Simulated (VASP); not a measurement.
# SiO2 (P4_2/mnm) under a change of volume, part 3 of 3

Strain engineering needs slopes: what does a change of volume do to the lattice and the band edges of SiO2?

VASP 6.6.1, plane waves and PAW; the level of theory is named at each step.

So far: Set-up; Relax the crystal, PBEsol; Relax at fixed volume, PBEsol; Dielectric response, PBEsol.

## (5) Gap at another level, r2SCAN

The gap is read on the mesh at a level that opens it further.

Level: r2SCAN; plane waves and PAW (Si, O).

INCAR reads:

```
SYSTEM = SiO2
PREC = Accurate
ENCUT = 600
EDIFF = 1E-06
NELM = 100
ISMEAR = 0
SIGMA = 0.02
LREAL = .FALSE.
ALGO = Normal
METAGGA = R2SCAN
LASPH = .TRUE.
NBANDS = 20
LWAVE = .FALSE.
LCHARG = .FALSE.
KPAR = 4
```

POSCAR reads:

```
SiO2
1.0
    4.1253502648      0.0000000000      0.0000000000
    0.0000000000      4.1253502648      0.0000000000
    0.0000000000      0.0000000000      2.6591771010
Si O
2 4
Direct
    0.0000000000      0.0000000000      0.0000000000
    0.5000000000      0.5000000000      0.5000000000
    0.3043922075      0.3043922075      0.0000000000
    0.1956077925      0.8043922075      0.5000000000
    0.6956077925      0.6956077925      0.0000000000
    0.8043922075      0.1956077925      0.5000000000
```

KPOINTS reads:

```
Automatic mesh
0
Gamma
6 6 9
0 0 0
```

PAW data sets: Si and O (PBE family, release 64).

Run with:

```bash
> mpirun -np 4 vasp_std
```

The program printed:

```text
[banner, memory and clock lines left out]
running    4 mpi-ranks, on    1 nodes
[...]
[... a notice as in an earlier step ...]

 LDA part: xc-table for (None), standard interpolation
 POSCAR, INCAR and KPOINTS ok, starting setup
[...]
entering main loop
       N       E                     dE             d eps       ncg     rms          rms(c)
DAV:   1     0.169648269792E+03    0.16965E+03   -0.20404E+04  2016   0.178E+03
DAV:   2    -0.649082144205E+02   -0.23456E+03   -0.22538E+03  2672   0.358E+02
DAV:   3    -0.727397076259E+02   -0.78315E+01   -0.78081E+01  2396   0.692E+01
DAV:   4    -0.727986880296E+02   -0.58980E-01   -0.58890E-01  2380   0.675E+00
[...]
DAV:  10    -0.587502728152E+02    0.10935E-03   -0.17783E-03  2252   0.342E-01    0.134E-01
DAV:  11    -0.587503098698E+02   -0.37055E-04   -0.50497E-05  2284   0.721E-02    0.759E-03
DAV:  12    -0.587503106544E+02   -0.78463E-06   -0.14770E-06  1512   0.111E-02
   1 F= -.58750311E+02 E0= -.58750311E+02  d E =-.492110E-27
```

Run time: 36 s. Hardware: 4 MPI ranks of Intel Xeon Platinum 8488C (Sapphire Rapids), shared host; peak memory 0.76 GiB; 2 min of CPU time.

From OUTCAR (step 5):

```text
  Total        3.0036943      3.0036943      2.6390957      0.0000000      0.0000000      0.0000000
  in kB      106.3401789    106.3401789     93.4322484      0.0000000      0.0000000      0.0000000
  external PRESSURE =     102.0375354 kB  Pullay stress =       0.0000000 kB

 POSITION                                       TOTAL-FORCE (eV/Angst)
 -----------------------------------------------------------------------------------
      0.00000      0.00000      0.00000         0.000000      0.000000     -0.000000
      2.06268      2.06268      1.32959         0.000000      0.000000     -0.000000
      1.25572      1.25572      0.00000         0.038386      0.038386     -0.000000
      0.80695      3.31840      1.32959        -0.038386      0.038386     -0.000000
      2.86963      2.86963      0.00000        -0.038386     -0.038386      0.000000
      3.31840      0.80695      1.32959         0.038386     -0.038386      0.000000
 -----------------------------------------------------------------------------------
    total drift:                                0.000000      0.000000     -0.000000

  FREE ENERGIE OF THE ION-ELECTRON SYSTEM (eV)
  ---------------------------------------------------
  free  energy   TOTEN  =       -58.7503106544 eV

  energy  without entropy=      -58.7503106544  energy(sigma->0) =      -58.75031065

[... 1 part as in an earlier step ...]

[... 2 further parts left out ...]
[key lines of the parts left out:]
E-fermi :   8.4216
```

Numbers from this step:

```
energy(sigma→0) of the program : -58.7503 eV
stress, compression positive   : xx, yy, zz 10.63, 10.63, 9.34 GPa
```

The run ends at a pressure of 10.20 GPa, with forces up to 0.054 eV/Å.

## (6) Gap at another level, TB-mBJ

The gap is read on the mesh at a level that opens it further.

Level: TB-mBJ; plane waves and PAW (Si, O).

TB-mBJ has no energy functional, so the total energy, stress and pressure in this output mean nothing.

Changes to INCAR since step 5:

```diff
@@ -4,3 +4,3 @@
 EDIFF = 1E-06
-NELM = 100
+NELM = 150
 ISMEAR = 0
@@ -9,3 +9,3 @@
 ALGO = Normal
-METAGGA = R2SCAN
+METAGGA = MBJ
 LASPH = .TRUE.
```

POSCAR is that of step 5.

KPOINTS is that of step 5.

Run with:

```bash
> mpirun -np 4 vasp_std
```

The program printed:

```text
[... set-up lines as in an earlier step ...]
 entering main loop
       N       E                     dE             d eps       ncg     rms          rms(c)
DAV:   1     0.291258080341E+03    0.29126E+03   -0.19965E+04  2016   0.174E+03
DAV:   2     0.633336577617E+02   -0.22792E+03   -0.21853E+03  2656   0.346E+02
DAV:   3     0.556050746398E+02   -0.77286E+01   -0.77065E+01  2396   0.679E+01
DAV:   4     0.555476937344E+02   -0.57381E-01   -0.57296E-01  2364   0.641E+00
[...]
DAV:  41     0.663168188077E+02    0.53808E-05    0.21408E-13  1048   0.212E-05    0.309E-06
DAV:  42     0.663168165214E+02   -0.22863E-05   -0.53603E-12  1048   0.104E-05    0.194E-06
DAV:  43     0.663168161140E+02   -0.40739E-06   -0.25360E-12  1048   0.681E-06
   1 F= 0.66316816E+02 E0= 0.66316816E+02  d E =-.158762E-21
```

Elapsed: 52 s, on 4 MPI ranks; peak memory 0.77 GiB; 2.9 min of CPU time.

Parts of OUTCAR (step 6):

```text
  Total       -2.9974459     -2.9974459     -6.3508654      0.0000000      0.0000000      0.0000000
  in kB     -106.1189682   -106.1189682   -224.8405155      0.0000000      0.0000000      0.0000000
  external PRESSURE =    -145.6928173 kB  Pullay stress =       0.0000000 kB

 POSITION                                       TOTAL-FORCE (eV/Angst)
 -----------------------------------------------------------------------------------
      0.00000      0.00000      0.00000         0.000000      0.000000     -0.000000
      2.06268      2.06268      1.32959         0.000000      0.000000     -0.000000
      1.25572      1.25572      0.00000        -0.483992     -0.483992     -0.000000
      0.80695      3.31840      1.32959         0.483992     -0.483992     -0.000000
      2.86963      2.86963      0.00000         0.483992      0.483992      0.000000
      3.31840      0.80695      1.32959        -0.483992      0.483992      0.000000
 -----------------------------------------------------------------------------------
    total drift:                                0.000000      0.000000     -0.000000

  FREE ENERGIE OF THE ION-ELECTRON SYSTEM (eV)
  ---------------------------------------------------
  free  energy   TOTEN  =        66.3168161140 eV

  energy  without entropy=       66.3168161140  energy(sigma->0) =       66.31681611

[... 2 parts as in an earlier step ...]

[... 1 further part left out ...]
[key lines of the parts left out:]
E-fermi :   9.0287
```

## (7) Gap at another level, HSE06

The gap is read on the mesh at a level that opens it further.

Level: HSE06; plane waves and PAW (Si, O).

INCAR reads:

```
SYSTEM = SiO2
PREC = Accurate
ENCUT = 600
EDIFF = 1E-05
NELM = 100
ISMEAR = 0
SIGMA = 0.02
LREAL = .FALSE.
ALGO = Normal
LHFCALC = .TRUE.
AEXX = 0.25
GGA = PE
HFSCREEN = 0.2
LASPH = .TRUE.
NBANDS = 20
PRECFOCK = Fast
LWAVE = .FALSE.
LCHARG = .FALSE.
KPAR = 4
```

POSCAR is that of step 6.

KPOINTS reads:

```
Automatic mesh
0
Gamma
4 4 6
0 0 0
```

Run with:

```bash
> mpirun -np 4 vasp_std
```

The program printed:

```text
[banner, memory and clock lines left out]
running    4 mpi-ranks, on    1 nodes
[...]
LDA part: xc-table for (Slater+PW92), standard interpolation
 found WAVECAR, reading the header
 POSCAR, INCAR and KPOINTS ok, starting setup
[...]
reading WAVECAR
 the WAVECAR file was read successfully
 initial charge from wavefunction
 entering main loop
       N       E                     dE             d eps       ncg     rms          rms(c)
DAV:   1    -0.574066374010E+02   -0.57407E+02   -0.14020E+00   984   0.959E+00    0.340E+00
DAV:   2    -0.573996763001E+02    0.69611E-02   -0.48526E-02  1068   0.190E+00    0.289E+00
DAV:   3    -0.573930036140E+02    0.66727E-02   -0.24423E-02  1036   0.113E+00    0.173E+00
DAV:   4    -0.573932673537E+02   -0.26374E-03   -0.27204E-03  1076   0.341E-01    0.937E-01
DAV:   5    -0.573930782380E+02    0.18912E-03   -0.14283E-04  1100   0.120E-01    0.525E-01
DAV:   6    -0.573930190654E+02    0.59173E-04   -0.89430E-05  1108   0.941E-02    0.295E-01
DAV:   7    -0.573930076997E+02    0.11366E-04   -0.11909E-05   652   0.390E-02    0.171E-01
DAV:   8    -0.573930044706E+02    0.32291E-05   -0.29007E-06   588   0.214E-02
   1 F= -.57393004E+02 E0= -.57393004E+02  d E =-.436608E-46
```

The job ended after 4.7 min (4 MPI ranks; peak memory 1.1 GiB; 16 min of CPU time).

Parts of OUTCAR (step 7):

```text
 POSITION                                       TOTAL-FORCE (eV/Angst)
 -----------------------------------------------------------------------------------
      0.00000      0.00000      0.00000         0.000000      0.000000      0.000000
      2.06268      2.06268      1.32959         0.000000      0.000000      0.000000
      1.25572      1.25572      0.00000         0.082449      0.082449     -0.000000
      0.80695      3.31840      1.32959        -0.082449      0.082449     -0.000000
      2.86963      2.86963      0.00000        -0.082449     -0.082449      0.000000
      3.31840      0.80695      1.32959         0.082449     -0.082449      0.000000
 -----------------------------------------------------------------------------------
    total drift:                                0.000012     -0.000002      0.000000

  FREE ENERGIE OF THE ION-ELECTRON SYSTEM (eV)
  ---------------------------------------------------
  free  energy   TOTEN  =       -57.3930044706 eV

  energy  without entropy=      -57.3930044706  energy(sigma->0) =      -57.39300447

[... 1 part as in an earlier step ...]

[... 2 further parts left out ...]
[key lines of the parts left out:]
E-fermi :   7.4607
```

This run gave:

```
energy(sigma→0) of the program : -57.3930 eV
```

## (8) The table

Hybrid runs start from orbitals of a short PBEsol run, not shown.

The other members went through these steps as far as the tables show, with the same cutoff and, step by step, the same mesh (but for the dielectric runs, see below); 38 runs are not shown. The session took 5.4 core hours (wall time by ranks) on a shared machine.

The dielectric columns come from linear-response runs at PBEsol, run where the gap exceeds a picked 1.2 eV, on meshes that differ between rows: 6×6×8 at 0.94, 0.96, 0.98; 5×5×8 at 1, 1.02, 1.04, 1.06. A change between rows on different meshes is not the strain's alone.

```csv
volume over the relaxed volume,volume (Å³/atom),pressure (GPa),energy above the unstrained row (meV/atom),"gap on the mesh, PBEsol (eV)",ε∞ (mean),static ε (mean),"largest Born charge, mean of the diagonal (e)",lowest optical mode (cm⁻¹),highest mode without LO–TO splitting (cm⁻¹)
0.940,7.385,20.897,30.861,6.356,3.388,9.210,3.844,191.613,1009.620
0.960,7.543,13.095,13.604,5.996,3.413,9.591,3.857,202.539,981.494
0.980,7.700,6.155,3.592,5.657,3.438,10.038,3.869,210.663,953.995
1,7.857,0.003,0.000,5.339,3.464,10.571,3.880,218.613,926.702
1.020,8.014,-5.417,2.108,5.042,3.491,11.227,3.891,225.106,902.580
1.040,8.171,-10.151,9.208,4.768,3.519,12.068,3.902,229.863,879.487
1.060,8.328,-14.207,20.624,4.519,3.546,13.213,3.912,232.541,858.162
```

A cubic of the pressure in ln(V/V₀) through all rows has the slope −B at V₀: B = 289 GPa, and its curvature gives B′ = 5.4.

Gaps at r2SCAN, read on its mesh alone:

```csv
volume over the relaxed volume,gap (eV)
0.940,7.394
0.960,7.018
0.980,6.663
1,6.329
1.020,6.018
1.040,5.729
1.060,5.466
```

Gaps at TB-mBJ, read on its mesh alone:

```csv
volume over the relaxed volume,gap (eV)
0.940,7.826
0.960,7.471
0.980,7.138
1,6.827
1.020,6.541
1.040,6.278
1.060,6.043
```

Gaps at HSE06, read on its mesh alone, with one row partly withheld:

```csv
volume over the relaxed volume,gap (eV)
0.940,8.576
0.960,8.191
0.980,7.828
1,?
1.020,7.168
1.040,6.871
1.060,6.601
```

## (9) Fit and prediction

The quantity to fit is the gap at HSE06: 8.576, 8.191, 7.828, 7.168, 6.871, 6.601 eV in the rows shown.

Fitting a parabola to the 6 known rows (u: logarithm of the volume ratio) gives E = 20.08 u² − 16.40 u + 7.486 in eV; the residuals are 0.0022 eV r.m.s.

For the withheld row, u = 0, the fit gives 7.4864 eV.

## (10) Checking the prediction

The calculation gives 7.4865 eV, so the prediction is 0.0001 eV too low.

## (11) Outcome

| Item | Value |
| --- | --- |
| bulk modulus | 289 GPa |
| gap of the unstrained cell, r2SCAN | 6.33 eV |
| gap of the unstrained cell, TB-mBJ | 6.83 eV |
| dE/d ln V of the gap, HSE06 | -16.40 eV |
| error of the predicted row | -0.1 meV |

**Reading.** The slope of the energy gives 0.63 GPa at the relaxed volume where the pressure column has 0.00 GPa, a mark of the finite basis. r2SCAN opens gaps somewhat over GGA but leaves them below measured values as a rule. TB-mBJ is a potential fitted for gaps; it has no energy functional, so its total energies and forces mean nothing, and its bands tend to come out too narrow. HSE06 ran on a coarser mesh than the semilocal levels. Temperature, zero-point motion and excitons are left out.

[Lines on the potential files, build, host, timing and source positions are cut from VASP's logs without a mark.]

[Logs are printed without paths, hosts, clocks, repeated set-up lines and the standing remarks that a program may print on its own settings, such as how far it seeks lower states.]

[Hosts, paths, dates, database ids (printed as entryN), source tags and the programs' standing remarks are cut or masked in the printed files.]

[In band tables of VASP the shares of atoms and orbitals are scaled to a sum of 1 inside the atoms' spheres.]
